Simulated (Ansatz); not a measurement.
# SiMo3: the cost of one run

Method: DFT PBE, scalar-relativistic, plane waves, PAW, in Ansatz 0.2.0.

**1. The system as given**

It takes space group Fm-3m (No. 225, cubic). Conventional cell: a = 6.751 Å, b = 6.751 Å, c = 6.751 Å, α = 90.00°, β = 90.00°, γ = 90.00°. Si (site symmetry m-3m) is surrounded by 8 Mo at 2.92 Å. Around Mo (site symmetry -43m) lie 4 Si at 2.92 Å and 4 Mo at 2.92 Å. Mo (site symmetry m-3m) is surrounded by 8 Mo at 2.92 Å.

Coordinates:

```cif
data_structure
_symmetry_space_group_name_H-M 'Fm-3m'
_symmetry_Int_Tables_number 225
_cell_length_a 6.7511
_cell_length_b 6.7511
_cell_length_c 6.7511
_cell_angle_alpha 90.000
_cell_angle_beta 90.000
_cell_angle_gamma 90.000
_cell_volume 307.69
loop_
_atom_site_label
_atom_site_type_symbol
_atom_site_symmetry_multiplicity
_atom_site_Wyckoff_symbol
_atom_site_fract_x
_atom_site_fract_y
_atom_site_fract_z
_atom_site_occupancy
Si1 Si 4 a 0.00000 0.00000 0.00000 1
Mo1 Mo 8 c 0.25000 0.25000 0.75000 1
Mo2 Mo 4 b 0.50000 0.00000 0.00000 1
```

A structure generator made this guess: random cell by space group and Wyckoff sites (Fm-3m, No. 225). Lengths come from tabulated atomic sizes and are only a guess.

**2. A first look at the guess**

Contents of input.yaml:

```yaml
crystal:
  lattice:
    - [0.0, 3.37553071, 3.37553071]
    - [3.37553071, 0.0, 3.37553071]
    - [3.37553071, 3.37553071, 0.0]
  atoms:
    - { symbol: Si, position: [0.0, 0.0, 0.0] }
    - { symbol: Mo, position: [0.75, 0.75, 0.75] }
    - { symbol: Mo, position: [0.25, 0.25, 0.25] }
    - { symbol: Mo, position: [0.5, 0.5, 0.5] }
basis:
  ecutwfc: 420
kpoints:
  mp_grid: { grid: [4, 4, 4] }
hamiltonian:
  xc: pbe
scf:
  occupations: { method: gaussian, width: 0.1 }
  lower_state_search: "off"
output:
  forces: true
  stress: true
  eigenvalues: true
```

Run with:

```
> ansatz run input.yaml --threads 1 --pin off --max-ram 2560MiB --backend cpu --events-out ev --progress --plain --runs-dir out
```

**Question.** How long does this run take on 1 thread of Arm Neoverse V1, shared host, and how much memory does it need?

About 1.3 s, with a peak of 0.3 GiB.
